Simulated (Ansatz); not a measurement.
## Calculated electric field gradients for VO2 at a changed volume

The cell is a COD entry, relaxed with PBE at fixed cell and then changed (volume scaled by 1.02, ions relaxed).

```
CELL_PARAMETERS angstrom
4.58476 0.00000 0.00000
0.00000 4.58476 0.00000
0.00000 0.00000 2.87169
ATOMIC_POSITIONS crystal
V 0.00000 0.00000 0.00000
V 0.50000 0.50000 0.50000
O 0.30080 0.30080 0.00000
O 0.19920 0.80080 0.50000
O 0.69920 0.69920 0.00000
O 0.80080 0.19920 0.50000
```

Atoms are numbered from 1 in the order listed; like atoms form one site, named after its first atom.

The numbers come from a DFT calculation in Ansatz (PBE, plane waves and PAW, scalar-relativistic, collinear spin, 420 eV cutoff, Γ-centred 10×10×16 k-points, Fermi–Dirac smearing 0.05 eV). Start moments as typed (μB): 1 on each V, none on the rest.

C_Q = eQV_zz/h, which is 24.18 MHz for Q = 1 b and V_zz = 10²¹ V/m²; η = (V_xx − V_yy)/V_zz.

⁵¹V: I = 7/2, Q = -52.00 mb; ¹⁷O: I = 5/2, Q = -25.58 mb. Q values from Pyykkö, Mol. Phys. 116, 1328 (2018).

| site | atoms (order as listed) | first shell | V_xx, V_yy, V_zz (10²¹ V/m²) | η | C_Q (MHz) |
| --- | --- | --- | --- | --- | --- |
| V | 1, 2 | 6 O at 1.93–1.95 Å | 0.17, 0.61, -0.78 | 0.56 | 0.980 |
| O | 3, 4, 5, 6 | 3 V at 1.93–1.95 Å | 0.11, 2.83, -2.95 | 0.92 | 1.82 |

With no gap above 0.1 eV, as in a metal, the gradients converge slowly in k; expect changes of a tenth or more on a denser mesh. Semilocal functionals can leave a metal where correlation in the d or f shell opens a gap in the real compound, and that would change the values at and beside V. All moments are parallel here, as the start or the cell imposes; many such compounds order antiparallel, where fields and spin densities carried over to other atoms largely cancel. The magnetic order is the one that the run reached from its start moments, not necessarily the measured one.
